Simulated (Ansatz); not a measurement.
# TiAl3 (Pmm2) in Ansatz: a series of runs

Runs on TiAl3. Level: PBEsol. Tasks: single point.

Everything below comes from runs of Ansatz 0.2.0. Logs are shortened: lines on timing, memory, paths and dates and some standing lists are left out, and cuts for length are marked.

**1. The cell of the first run**

It takes space group Pmm2 (No. 25, orthorhombic). Conventional cell: a = 2.898 Å, b = 4.778 Å, c = 4.705 Å, α = 90.00°, β = 90.00°, γ = 90.00°. Ti (site symmetry mm2) has 10 Al at 2.76 to 2.90 Å and 2 Ti at 2.90 Å as nearest neighbours. Al (site symmetry mm2) has 10 Al at 2.74 to 2.90 Å and 2 Ti at 2.85 Å as nearest neighbours. Al (site symmetry mm2) is surrounded by 8 Al at 2.74 to 2.90 Å and 4 Ti at 2.90 Å. Al (site symmetry mm2) is surrounded by 4 Ti at 2.76 to 2.77 Å and 8 Al at 2.87 to 2.90 Å.

The cell comes from a database or a generator and needn't be the stable form of this composition.

**2. Single point, PBEsol, 16.29 Å³/atom (strain_z_fixed_volume = -0.04)**

File input.yaml:

```yaml
crystal:
  lattice:
    - [2.8982332018, 0.0, 0.0]
    - [0.0, 4.777795063, 0.0]
    - [0.0, 0.0, 4.70471232]
  atoms:
    - { symbol: Ti, position: [0.0, 0.5, 0.165916] }
    - { symbol: Al, position: [0.0, 0.0, 0.8359] }
    - { symbol: Al, position: [0.5, 0.0, 0.330912] }
    - { symbol: Al, position: [0.5, 0.5, 0.667271] }
kpoints:
  mp_grid: { grid: [9, 6, 6] }
scf:
  occupations: { method: fermi_dirac, width: 0.05 }
hamiltonian:
  xc: pbesol
  pseudopotentials: { kind: all_electron, lapw: { basis_error: 0.002 } }
output:
  forces: true
  stress: true
  eigenvalues: true
```

Potentials or basis: all-electron LAPW, scalar-relativistic.

Run with:

```console
$ ansatz run input.yaml --threads 2 --pin off --max-ram 8192MiB --backend cpu --events-out ev --progress --plain --runs-dir out
```

What it wrote:

```text
Warning: RAYON_NUM_THREADS=2 ignored (pool sized by the plan → 2); use --threads N
LAPW: plane waves up to 7.326 Å⁻¹, error target 2.0e-3 eV per atom; small_component_spin mean_spin; Al in spheres of 1.308 Å, 11 of its electrons in bands, Dirac shells []; Ti in spheres of 1.449 Å, 12 of its electrons in bands, Dirac shells [] (how accurate: hamiltonian.pseudopotentials.lapw.basis_error, Limitations)
Engine: ansatz 0.2.0, aarch64-unknown-linux-gnu
Pseudopotentials: kind: all_electron
Pseudopotential: Ti, LAPW, valence charge 12, lapw/all_electron/scalar/gaussian/Ti, Koelling and Harmon's equation, gaussian nucleus
Pseudopotential: Al, LAPW, valence charge 11, lapw/all_electron/scalar/gaussian/Al, Koelling and Harmon's equation, gaussian nucleus
Functional definition: PBEsol
  exchange = pbesol_x
  correlation = pbesol_c
Crystal: 4 atoms, lattice volume = 65.147 Å³
Basis set: ecut = 204.4635709257622 eV, 447 PW (Γ), exchange–correlation at level 2
Bands: 27, of which v1, the nominal top of the filled ones, is band 23 counted from 1 (22 counted from 0)
Symmetry: 4 space group operations
Space group: Pmm2 (ITA 25), of the structure as read, at distance tolerance 4.0e-5 Å
k-points: 80 of 324 (time reversal used)
Non-local potential: Ti, projectors of the file, none
Non-local potential: Al, projectors of the file, none
Initial density: superposition of atomic densities (chi_scale 0.1, normalization cell, long waves kept (reshape's long-wave potential 0.00 eV rms))
Initial wavefunctions: plane waves of lowest kinetic energy (no species holds an atomic orbital)
Functional: x = pbesol(κ = 0.804, μ = 0.12345679012345678), c = pbesol(β = 0.046)
iter 1 solved again at ethr=3.05e-3 eV; its pass at ethr=1.00e-1 eV (dr2=1.37e0 eV) is discarded
SCF iter   1: F=—  HF=-42992.608412 eV  |F-HF|=—  |Δ(HF+E_count)|=         —  Δρ=2.56e-2  dr2=1.37e0  ethr=3.05e-3  ⟨swp⟩=2.0  Hψ=15123  notcnv=0
preconditioner: auto → Kerker (q_TF=auto, 2.565 Å⁻¹)  [metal: Δε(μ)=0.021 eV  Ē_g=5.249 eV  σ=0.050 eV  W_gap=0.10  n_scr=18 (ndim 8)  ℏωp=16.6 eV  f_vac=0.000  D(μ)=2.32/eV (n_scr^D=14)]
SCF iter   2: F=—  HF=-42992.325488 eV  |F-HF|=—  |Δ(HF+E_count)|=   2.83e-1  Δρ=1.50e-2  dr2=4.19e-1  ethr=3.05e-3  ⟨swp⟩=2.0  Hψ=6482  notcnv=0
SCF iter   3: F=—  HF=-42992.239938 eV  |F-HF|=—  |Δ(HF+E_count)|=   8.55e-2  Δρ=9.94e-3  dr2=2.77e-1  ethr=9.32e-4  ⟨swp⟩=2.1  Hψ=6493  notcnv=0
iter 4 solved again at ethr=4.84e-5 eV; its pass at ethr=6.15e-4 eV (dr2=2.18e-2 eV) is discarded
SCF iter   4: F=—  HF=-42992.203059 eV  |F-HF|=—  |Δ(HF+E_count)|=   3.69e-2  Δρ=4.42e-3  dr2=2.19e-2  ethr=4.84e-5  ⟨swp⟩=2.0  Hψ=11067  notcnv=0
SCF iter   5: F=—  HF=-42992.192205 eV  |F-HF|=—  |Δ(HF+E_count)|=   1.09e-2  Δρ=1.77e-3  dr2=2.97e-3  ethr=4.84e-5  ⟨swp⟩=2.0  Hψ=6202  notcnv=0
SCF iter   6: F=—  HF=-42992.189823 eV  |F-HF|=—  |Δ(HF+E_count)|=         —  Δρ=3.86e-4  dr2=1.25e-4  ethr=6.60e-6  ⟨swp⟩=2.6  Hψ=6240  notcnv=0
the basis was enlarged: its passes take 228.6 KiB over the memory plan, 2 of 2 planned eigensolver slots
SCF iter   7: F=—  HF=-42992.189770 eV  |F-HF|=—  |Δ(HF+E_count)|=   5.24e-5  Δρ=9.26e-5  dr2=6.81e-6  ethr=2.79e-7  ⟨swp⟩=3.0  Hψ=6349  notcnv=0
SCF iter   8: F=—  HF=-42992.189769 eV  |F-HF|=—  |Δ(HF+E_count)|=   9.98e-7  Δρ=4.10e-5  dr2=2.11e-6  ethr=1.51e-8  ⟨swp⟩=2.1  Hψ=6172  notcnv=0
SCF iter   9: F=—  HF=-42992.189769 eV  |F-HF|=—  |Δ(HF+E_count)|=   2.92e-7  Δρ=1.16e-5  dr2=2.16e-7  ethr=4.69e-9  ⟨swp⟩=2.0  Hψ=6169  notcnv=0
SCF iter  10: F=-42992.189769 eV  HF=-42992.189769 eV  |F-HF|=2.78e-8  |Δ(HF+E_count)|=   5.70e-8  Δρ=3.36e-6  dr2=1.72e-8  ethr=4.81e-10  ⟨swp⟩=2.0  Hψ=6167  notcnv=0
SCF 1 converged in 10 iterations: F = -42992.189769 eV  dr2 = 1.72e-8
SCF converged after 10 iterations
Free energy (F): -42992.189769 eV
Harris-Foulkes:  -42992.189769 eV  (|F-HF|=2.78e-8)
Internal energy: -42992.165269 eV  (E = F + TS)
E sigma→0 (E₀):  -42992.177519 eV
Entropy (-TS):   -0.024500 eV (-6.125 meV/atom)
Fermi energy:    10.796094 eV
--- Per-component energies (eV) ---
  E_band       = -1636.998969
  E_kinetic    = 43246.645824
  E_xc         = -2603.948438
  E_electrostatic = -83634.862654  (all electrons and nuclei)
  E_smearing   = -0.024500  (= −TS)
  E_closure    = 0.000000  (closes the sum)
  E_atoms      = -42971.821526  (free atoms, spherical and without spin; not in F)
  Σ components = -42992.189769   (vs F -42992.189769, Δ=0.00e0)
  Basis errors (estimates in eV, not in F): energy 2.1e-4 per atom: plane waves 1.2e-4 (6.4e-5 summed), levels above the bands 6.7e-25, relativity 9.4e-9, radial functions 8.1e-5, core shells 2.3e-8; eigenvalues (radial functions only) 3.4e-6; not estimated: angular momenta, meshes, grids; target (lapw.basis_error) 2.0e-3; muffin-tin radii Al 1.308 Å, Ti 1.449 Å
--- Forces (eV/Å), atoms counted from 1 ---
  atom   1  Ti     0.00000000     0.00000000    -0.00492283
  atom   2  Al     0.00000000     0.00000000    -0.05507279
  atom   3  Al     0.00000000     0.00000000    -0.02480144
  atom   4  Al     0.00000000     0.00000000     0.08480314
  max |Σ_I F_I| component: 6.08e-6 eV/Å
--- Stress (GPa, compression-positive) ---
       -5.840504       0.000000       0.000000
        0.000000      -3.996841       0.000000
        0.000000       0.000000       4.382677
  P = ⅓ Tr σ = -1.8182 GPa (-18.182 kbar)
--- Band table (eV; the first three rows and the last of 80) ---
  k-point 0: bands = ["-91.9170", "-91.6584", "-91.5523", "-53.6063", "-53.5925", "-53.5888", "-53.3524", "-53.3481", "-53.3009", "-53.2683", "-53.2301", "-53.1875", "-45.4680", "-21.9049", "-21.8910", "-21.5947", "0.6943", "5.8448", "7.1864", "7.4762", "8.1679", "10.1781", "10.4654", "12.9266", "13.0759", "13.6296", "13.8529"]
  k-point 1: bands = ["-91.9170", "-91.6584", "-91.5523", "-53.6062", "-53.5923", "-53.5888", "-53.3526", "-53.3481", "-53.3009", "-53.2683", "-53.2301", "-53.1875", "-45.4679", "-21.9059", "-21.8909", "-21.5947", "0.8799", "5.0928", "7.1878", "7.2293", "9.4011", "10.0503", "10.3524", "12.8812", "13.0811", "13.1212", "13.6621"]
  k-point 2: bands = ["-91.9170", "-91.6584", "-91.5523", "-53.6062", "-53.5920", "-53.5888", "-53.3529", "-53.3481", "-53.3009", "-53.2683", "-53.2301", "-53.1876", "-45.4678", "-21.9079", "-21.8908", "-21.5947", "1.4135", "3.7465", "7.3248", "7.6605", "9.5509", "9.7915", "10.5681", "12.7965", "13.0915", "13.4037", "13.6069"]
  k-point 79: bands = ["-91.9162", "-91.6577", "-91.5516", "-53.6162", "-53.5913", "-53.5879", "-53.3576", "-53.3521", "-53.2997", "-53.2680", "-53.2398", "-53.1866", "-45.4259", "-21.9565", "-21.8627", "-21.8503", "6.3964", "6.6211", "6.6219", "8.2517", "8.3440", "8.4302", "9.4858", "10.9365", "11.7347", "12.8784", "13.2901"]
```

Wall time 20 s (2 threads of Arm Neoverse V2, shared host); peak memory 0.41 GiB.

What came out:

- Free energy: -42992.1898 eV
- Pressure: -1.8 GPa
- Largest force: 0.085 eV/Å
- Band gap on the k mesh: none (metal or under the smearing width)

**3. Single point, PBEsol, 16.29 Å³/atom (strain_z_fixed_volume = -0.02)**

Edit input.yaml of step 2 so:

```diff
@@ -2,5 +2,5 @@
   lattice:
-    - [2.8982332018, 0.0, 0.0]
-    - [0.0, 4.777795063, 0.0]
-    - [0.0, 0.0, 4.70471232]
+    - [2.8685069473, 0.0, 0.0]
+    - [0.0, 4.7287907413, 0.0]
+    - [0.0, 0.0, 4.80272716]
   atoms:
```

Potentials or basis: all-electron LAPW, scalar-relativistic.

Run with:

```console
$ ansatz run input.yaml --threads 2 --pin off --max-ram 8192MiB --backend cpu --events-out ev --progress --plain --runs-dir out
```

Run time: 22 s. Hardware: 2 threads of Arm Neoverse V2, shared host; peak memory 0.43 GiB.

The run converged. Its results:

```yaml
Free_energy: -42992.2521 eV
Pressure: -2.2 GPa
Largest_force: 0.032 eV/Å
Band_gap_on_the_k_mesh: none (metal or under the smearing width)
```
